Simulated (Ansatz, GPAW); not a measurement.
# Ballistic transport through a Zr chain with a Ti atom on top of one atom, cheap and dear, part 3 of 3

How well does a Zr chain with a Ti atom on top of one atom conduct at low bias, and how far do basis and functional move the answer?

GPAW 26.7.0 and Ansatz 0.2.0; Ansatz plane waves; Landauer transmission by layers, zero bias (the session's first sound run).

So far, transmission at the Fermi level (one spin): step 2 (plane waves, PBE) 3.18; step 3 (GPAW, dzp, PBE, GPAW) 2.98; step 4 (GPAW, szp: basis = "szp(dzp)", PBE, GPAW) 2.78; step 5 (GPAW, sz: basis = "sz(dzp)", PBE, GPAW) 2.43; step 6 (LDA in the dzp basis: xc = "LDA") 3.05.

## (9) Grid spacing 0.14: h = 0.14

The real-space grid carries density and potential; a coarse one breaks translation symmetry along the lead and scatters electrons that should pass.

This step: GPAW LCAO, PAW setups; Landauer transmission from Green's functions with principal layers (ASE), zero bias (GPAW 26.7.0).

run.py reads:

```python
import json
import numpy as np
from ase import Atoms
from ase.transport.calculators import TransportCalculator
from gpaw import GPAW, FermiDirac
from gpaw.lcao.tools import get_lcao_hamiltonian
from scipy.linalg import eigh

# The junction with lead layers at both ends, along the third cell vector
device = Atoms(
    ['Zr', 'Zr', 'Zr', 'Zr', 'Zr', 'Zr', 'Zr', 'Ti', 'Zr', 'Zr', 'Zr', 'Zr', 'Zr', 'Zr'],
    positions=[
        [4.50000, 4.50000, 1.30000],
        [4.50000, 4.50000, 3.90000],
        [4.50000, 4.50000, 6.50000],
        [4.50000, 4.50000, 9.10000],
        [4.50000, 4.50000, 11.70000],
        [4.50000, 4.50000, 14.30000],
        [4.50000, 4.50000, 16.90000],
        [6.83110, 4.50000, 16.90000],
        [4.50000, 4.50000, 19.50000],
        [4.50000, 4.50000, 22.10000],
        [4.50000, 4.50000, 24.70000],
        [4.50000, 4.50000, 27.30000],
        [4.50000, 4.50000, 29.90000],
        [4.50000, 4.50000, 32.50000]],
    cell=[[9.0, 0.0, 0.0], [0.0, 9.0, 0.0], [0.0, 0.0, 33.8]],
    pbc=True)

# One principal layer of the lead: the first 4 atoms of the device
lead = Atoms(
    ['Zr', 'Zr', 'Zr', 'Zr'],
    positions=[
        [4.50000, 4.50000, 1.30000],
        [4.50000, 4.50000, 3.90000],
        [4.50000, 4.50000, 6.50000],
        [4.50000, 4.50000, 9.10000]],
    cell=[[9.0, 0.0, 0.0], [0.0, 9.0, 0.0], [0.0, 0.0, 10.4]],
    pbc=True)

settings = dict(mode='lcao', basis='dzp', xc='PBE', h=0.14,
                occupations=FermiDirac(0.1), maxiter=250,
                mixer=dict(beta=0.1, nmaxold=8, weight=100.0),
                convergence=dict(density=0.0001))
energies = np.arange(-2, 2 + 1e-9, 0.05)
eta = 0.0001
n1, n2 = 1, 1
# k and -k transmit alike, so half of the mesh across the current serves
mesh = [(i, j) for i in range(n1) for j in range(n2) if (i, j) <= (-i % n1, -j % n2)]
weights = np.array([1 if (i, j) == (-i % n1, -j % n2) else 2 for i, j in mesh]) / (n1 * n2)

# [... helper functions left out ...]
fermi_lead = ground_state(lead, (1, 1, 11), 'lead.txt')
fermi_device = ground_state(device, (1, 1, 3), 'device.txt')
# [... loop over the mesh left out, but for ...]
        # Shift the lead onto the potential of the device's first layer
        shift = ((H[:, 0, 0] - H0[:, 0, 0]) / S0[0, 0]).real.mean()
# [...]
kT = 8.617333e-5 * 200
bias = [0.1, 0.2, 0.5, 1.0, 1.5, 2.0]
# [... integrals and printing left out ...]
```

On the command line:

```console
$ OMP_NUM_THREADS=1 OPENBLAS_NUM_THREADS=2 python run.py
```

Log:

```text
basis functions: device 406, principal layer 116
Fermi level: lead -1.7895 eV, device -1.7138 eV; lead shifted by -0.0034 eV
largest coupling past the next layer 1.05e-05 eV, largest misfit of the first layer 0.029 eV
  E-E_F (eV)   T (one spin)  [channel counts left out]
    -2.000    9.6182e-01
    -1.950    9.5964e-01
    -1.900    9.5918e-01
    -1.850    9.6284e-01
    -1.800    9.7661e-01
    -1.750    9.9078e-01
    -1.700    3.0456e-01
    -1.650    7.0745e-01
    -1.600    7.5978e-01
    -1.550    9.3842e-01
    -1.500    1.3131e+00
    -1.450    1.5482e+00
    -1.400    1.6833e+00
    -1.350    1.7548e+00
    -1.300    1.7794e+00
    -1.250    1.7568e+00
[...]
1.650    2.0903e+00
     1.700    2.0057e+00
     1.750    1.9109e+00
     1.800    1.8040e+00
     1.850    1.6452e+00
     1.900    1.6298e+00
     1.950    1.6308e+00
     2.000    1.6359e+00
conductance at 200 K: 2.9594 G0 a cell; thermopower -4.005 uV/K
current from the zero-bias T(E) at 0.1 V: 22.878 uA
current from the zero-bias T(E) at 0.2 V: 45.773 uA
current from the zero-bias T(E) at 0.5 V: 119.88 uA
current from the zero-bias T(E) at 1.0 V: 241.52 uA
current from the zero-bias T(E) at 1.5 V: 345.1 uA
current from the zero-bias T(E) at 2.0 V: 443.86 uA
```

Run time: 6 min. Hardware: 2 threads of Arm Neoverse V2, shared host; peak memory 3.7 GiB.

This step gave:

```
conductance                                    : 2.959 G₀
largest coupling past the next principal layer : 1.05e-5 eV
largest misfit of the first principal layer    : 0.02917 eV
shift that aligns the lead                     : -0.003436 eV
transmission at the Fermi level (one spin)     : 2.984
```

One spin. Transmission, zone mean against energy, zero at the Fermi level:

energy (eV), transmission, zone mean and a bar:
```
    -2.00       0.96 ######
    -1.90       0.96 ######
    -1.80       0.98 ######
    -1.70       0.30 
    -1.55       0.94 ######
    -1.45       1.55 ############
    -1.35       1.75 ##############
    -1.30       1.78 ##############
    -1.25       1.76 ##############
    -1.15       1.48 ###########
    -1.05       2.42 ####################
    -0.90       3.13 ###########################
    -0.80       3.21 ############################
    -0.70       3.26 #############################
    -0.60       3.18 ############################
    -0.50       2.88 #########################
    -0.40       3.38 ##############################
    -0.35       3.39 ##############################
    -0.25       3.33 #############################
    -0.15       2.89 #########################
    -0.05       2.83 ########################
     0.00       2.98 ##########################
     0.05       3.03 ##########################
     0.15       3.41 ##############################
     0.25       3.34 #############################
     0.40       2.92 #########################
     0.50       2.55 ######################
     0.60       2.26 ###################
     0.70       2.09 #################
     0.80       2.01 ################
     0.90       1.96 ################
     1.05       1.85 ###############
     1.15       1.61 #############
     1.25       2.35 ####################
     1.35       2.17 ##################
     1.40       2.36 ####################
     1.45       2.31 ###################
     1.55       2.22 ##################
     1.70       2.01 ################
     1.80       1.80 ##############
     1.90       1.63 #############
     2.00       1.64 #############
```

Not self-consistent under bias; the bias window is split evenly. Current through one cell, from the zero-bias transmission against bias:

| bias (V) | current through one cell, from the zero-bias transmission (μA) |
| --- | --- |
| 0.100 | 22.9 |
| 0.200 | 45.8 |
| 0.500 | 120 |
| 1.000 | 242 |
| 1.500 | 345 |
| 2.000 | 444 |

The transmission of the three most open eigenchannels by energy, zero at the Fermi level:

| energy (eV) | channel 1 | channel 2 | channel 3 |
| --- | --- | --- | --- |
| -2.00 | 0.962 | 2.1e-8 | 1.1e-11 |
| -1.85 | 0.963 | 2.1e-8 | 9.6e-12 |
| -1.70 | 0.305 | 2.0e-8 | 8.3e-10 |
| -1.60 | 0.760 | 1.9e-8 | 1.0e-8 |
| -1.45 | 0.691 | 0.507 | 0.350 |
| -1.30 | 0.745 | 0.543 | 0.491 |
| -1.15 | 0.851 | 0.548 | 0.0827 |
| -1.05 | 0.961 | 0.895 | 0.566 |
| -0.90 | 0.981 | 0.932 | 0.610 |
| -0.75 | 0.984 | 0.936 | 0.680 |
| -0.60 | 0.989 | 0.800 | 0.707 |
| -0.50 | 0.994 | 0.709 | 0.704 |
| -0.35 | 0.998 | 0.983 | 0.759 |
| -0.20 | 0.992 | 0.939 | 0.836 |
| -0.05 | 0.986 | 0.935 | 0.462 |
| 0.00 | 0.981 | 0.980 | 0.876 |
| 0.05 | 0.968 | 0.950 | 0.946 |
| 0.20 | 0.970 | 0.874 | 0.834 |
| 0.35 | 0.978 | 0.678 | 0.667 |
| 0.50 | 0.982 | 0.650 | 0.392 |
| 0.60 | 0.983 | 0.636 | 0.259 |
| 0.75 | 0.984 | 0.542 | 0.176 |
| 0.90 | 0.984 | 0.352 | 0.260 |
| 1.05 | 0.985 | 0.445 | 0.164 |
| 1.15 | 0.984 | 0.532 | 0.0719 |
| 1.30 | 0.987 | 0.700 | 0.592 |
| 1.45 | 0.996 | 0.660 | 0.642 |
| 1.60 | 0.998 | 0.676 | 0.450 |
| 1.70 | 0.997 | 0.672 | 0.299 |
| 1.85 | 0.996 | 0.637 | 0.0102 |
| 2.00 | 0.996 | 0.640 | 1.0e-8 |

The conductance equals that of the dzp run to 0.2 %.

## (10) SCF mesh 1×1×6, density threshold 0.001

The SCF mesh sets the Fermi level of the repeated cell. The Hamiltonian is taken from the last density. The density threshold is one of the tests that end the cycle; the energy must settle too, so a loose value may not be the test that decides.

Edit run.py of step 9 so:

```diff
@@ -40,6 +40,6 @@
 
-settings = dict(mode='lcao', basis='dzp', xc='PBE', h=0.14,
+settings = dict(mode='lcao', basis='dzp', xc='PBE', h=0.2,
                 occupations=FermiDirac(0.1), maxiter=250,
                 mixer=dict(beta=0.1, nmaxold=8, weight=100.0),
-                convergence=dict(density=0.0001))
+                convergence=dict(density=0.001))
 energies = np.arange(-2, 2 + 1e-9, 0.05)
@@ -53,3 +53,3 @@
 fermi_lead = ground_state(lead, (1, 1, 11), 'lead.txt')
-fermi_device = ground_state(device, (1, 1, 3), 'device.txt')
+fermi_device = ground_state(device, (1, 1, 6), 'device.txt')
 # [... loop over the mesh left out, but for ...]
```

Log:

```text
basis functions: device 406, principal layer 116
Fermi level: lead -1.7889 eV, device -1.7138 eV; lead shifted by -0.0029 eV
largest coupling past the next layer 1.05e-05 eV, largest misfit of the first layer 0.032 eV
  E-E_F (eV)   T (one spin)  [channel counts left out]
    -2.000    9.6396e-01
    -1.950    9.6147e-01
    -1.900    9.6061e-01
    -1.850    9.6393e-01
    -1.800    9.7779e-01
    -1.750    9.8638e-01
    -1.700    3.4594e-01
    -1.650    7.0750e-01
    -1.600    7.5604e-01
    -1.550    9.2433e-01
    -1.500    1.3260e+00
    -1.450    1.5703e+00
    -1.400    1.6982e+00
    -1.350    1.7593e+00
    -1.300    1.7750e+00
    -1.250    1.7463e+00
[...]
1.650    2.0851e+00
     1.700    1.9897e+00
     1.750    1.8932e+00
     1.800    1.7994e+00
     1.850    1.6540e+00
     1.900    1.6300e+00
     1.950    1.6318e+00
     2.000    1.6381e+00
conductance at 200 K: 2.9485 G0 a cell; thermopower -3.533 uV/K
current from the zero-bias T(E) at 0.1 V: 22.802 uA
current from the zero-bias T(E) at 0.2 V: 45.657 uA
current from the zero-bias T(E) at 0.5 V: 119.44 uA
current from the zero-bias T(E) at 1.0 V: 240.38 uA
current from the zero-bias T(E) at 1.5 V: 343.28 uA
current from the zero-bias T(E) at 2.0 V: 442.07 uA
```

The job ended after 2.9 min (2 threads; peak memory 1.4 GiB).

This step gave:

```
conductance                                 : 2.948 G₀
largest misfit of the first principal layer : 0.03160 eV
shift that aligns the lead                  : -0.002902 eV
transmission at the Fermi level (one spin)  : 2.970
```

One spin. Transmission, zone mean against energy, zero at the Fermi level:

| energy (eV) | transmission, zone mean |
| --- | --- |
| -2.00 | 0.964 |
| -1.80 | 0.978 |
| -1.60 | 0.756 |
| -1.45 | 1.57 |
| -1.30 | 1.77 |
| -1.25 | 1.75 |
| -1.05 | 2.42 |
| -0.85 | 3.17 |
| -0.70 | 3.25 |
| -0.65 | 3.25 |
| -0.50 | 2.95 |
| -0.35 | 3.39 |
| -0.30 | 3.37 |
| -0.10 | 2.57 |
| 0.00 | 2.97 |
| 0.10 | 3.31 |
| 0.15 | 3.42 |
| 0.30 | 3.19 |
| 0.50 | 2.52 |
| 0.65 | 2.13 |
| 0.85 | 1.99 |
| 1.05 | 1.86 |
| 1.25 | 2.37 |
| 1.45 | 2.31 |
| 1.60 | 2.17 |
| 1.80 | 1.80 |
| 2.00 | 1.64 |

Not self-consistent under bias; the bias window is split evenly. Table of current through one cell, from the zero-bias transmission by bias:

| bias (V) | current through one cell, from the zero-bias transmission (μA) |
| --- | --- |
| 0.100 | 22.8 |
| 0.200 | 45.7 |
| 0.500 | 119 |
| 1.000 | 240 |
| 1.500 | 343 |
| 2.000 | 442 |

Transmission of the three most open eigenchannels against energy, zero at the Fermi level:

| energy (eV) | channel 1 | channel 2 | channel 3 |
| --- | --- | --- | --- |
| -2.00 | 0.964 | 1.9e-8 | 1.1e-11 |
| -1.85 | 0.964 | 1.9e-8 | 9.5e-12 |
| -1.70 | 0.346 | 1.8e-8 | 6.2e-10 |
| -1.60 | 0.756 | 1.7e-8 | 8.9e-9 |
| -1.45 | 0.685 | 0.528 | 0.357 |
| -1.30 | 0.738 | 0.536 | 0.501 |
| -1.15 | 0.845 | 0.547 | 0.0751 |
| -1.05 | 0.963 | 0.894 | 0.561 |
| -0.90 | 0.980 | 0.934 | 0.614 |
| -0.75 | 0.982 | 0.936 | 0.682 |
| -0.60 | 0.989 | 0.784 | 0.705 |
| -0.50 | 0.994 | 0.711 | 0.701 |
| -0.35 | 0.998 | 0.985 | 0.760 |
| -0.20 | 0.992 | 0.931 | 0.839 |
| -0.05 | 0.985 | 0.939 | 0.501 |
| 0.00 | 0.985 | 0.980 | 0.888 |
| 0.05 | 0.965 | 0.948 | 0.942 |
| 0.20 | 0.970 | 0.867 | 0.825 |
| 0.35 | 0.978 | 0.655 | 0.652 |
| 0.50 | 0.981 | 0.647 | 0.378 |
| 0.60 | 0.982 | 0.628 | 0.251 |
| 0.75 | 0.983 | 0.525 | 0.179 |
| 0.90 | 0.984 | 0.341 | 0.273 |
| 1.05 | 0.985 | 0.454 | 0.159 |
| 1.15 | 0.984 | 0.537 | 0.0669 |
| 1.30 | 0.979 | 0.654 | 0.564 |
| 1.45 | 0.997 | 0.661 | 0.634 |
| 1.60 | 0.998 | 0.676 | 0.455 |
| 1.70 | 0.997 | 0.670 | 0.287 |
| 1.85 | 0.996 | 0.639 | 0.0161 |
| 2.00 | 0.996 | 0.642 | 9.3e-9 |

The conductance, 2.95 G₀, lies 0.4 % below that of the dzp run.

## (11) Summary of results

| Quantity | Value |
| --- | --- |
| conductance | 2.96 G₀ |
| transmission at the Fermi level, mean of the spins | 2.98 |

What this shows: In the dzp basis the junction conducts 2.96 G₀ at 200 K, with T = 2.98 a spin at the Fermi level; the szp basis reaches that conductance within 10 %. Plane waves (PBE) give T = 3.18 there. At the Fermi level the three most open eigenchannels pass 0.98, 0.98 and 0.88. Measured against the first run (pw-pbe), the nearest curve is that of dzp (r.m.s. 0.15) and the farthest that of sz (0.25). Over the compared runs wall time goes from 68 s (sz) to 1751 s (pw-pbe), on a shared host. The geometry was built from estimated bond lengths and not relaxed, so the numbers describe this model structure. The run had no spin polarisation, so a magnetic state, which chains and small molecules with open shells often have, wasn't tested. An evenly spaced straight chain is an idealisation: free chains tend to dimerise, zigzag or, where a band edge lies near the Fermi level, turn magnetic. The currents use the zero-bias T(E) throughout, which holds only while the bias is small against the distance to the nearest feature. The thermopower isn't quoted: it samples T(E) farther from the Fermi level than the conductance does, and the energy grid wasn't tested for it.

[Logs are printed without paths, hosts, clocks, repeated set-up lines and the standing remarks that a program may print on its own settings, such as how far it seeks lower states.]

[Hosts, paths, dates, database ids (printed as entryN), source tags and the programs' standing remarks are cut or masked in the printed files.]
